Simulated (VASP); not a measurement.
Crystal: Cu.

```
Cu
1.0
     0.00000    1.80750    1.80750
     1.80750    0.00000    1.80750
     1.80750    1.80750    0.00000
Cu
1
Direct
  0.00000 0.00000 0.00000
```

| Item | Value |
| --- | --- |
| Program | VASP 6.6.1 |
| Task | relaxation of cell and atoms |
| Functional | PBE |
| Dispersion | D3(BJ) |
| Potentials or basis | VASP PAW PBE potentials, release 64 (Cu) |
| Cutoff | 600 eV |
| k mesh | 13 × 13 × 13 |
| Occupations | fermi-dirac, width 0.05 eV |
| Spin | no spin polarisation |

At the start: pressure -6.0 GPa; volume 11.81 Å³/atom.

**Question.** Where does the relaxation end?

**Answer.** Over 3 steps the energy falls by 9.1 meV/atom and the volume is 11.34 Å³/atom (-4.0 %); space group Fm-3m (No. 225, to 0.05 Å).

The path:
| step | energy change (eV) | largest force (eV/Å) | pressure (GPa) | volume (Å³) |
| --- | --- | --- | --- | --- |
| 1 | 0.0000 | 0.0000 | -5.98 | 11.81 |
| 2 | -0.0057 | 0.0000 | 4.23 | 11.07 |
| 3 | -0.0091 | 0.0000 | -0.05 | 11.34 |

Final structure:
```cif
data_structure
_symmetry_space_group_name_H-M 'P 1'
_symmetry_Int_Tables_number 1
_cell_length_a 2.5220
_cell_length_b 2.5220
_cell_length_c 2.5220
_cell_angle_alpha 60.000
_cell_angle_beta 60.000
_cell_angle_gamma 60.000
_cell_volume 11.34
loop_
_atom_site_label
_atom_site_type_symbol
_atom_site_fract_x
_atom_site_fract_y
_atom_site_fract_z
_atom_site_occupancy
Cu1 Cu 0.00000 0.00000 0.00000 1
```

Caveat: pairwise dispersion overbinds metals, which lowers pressure and volume.
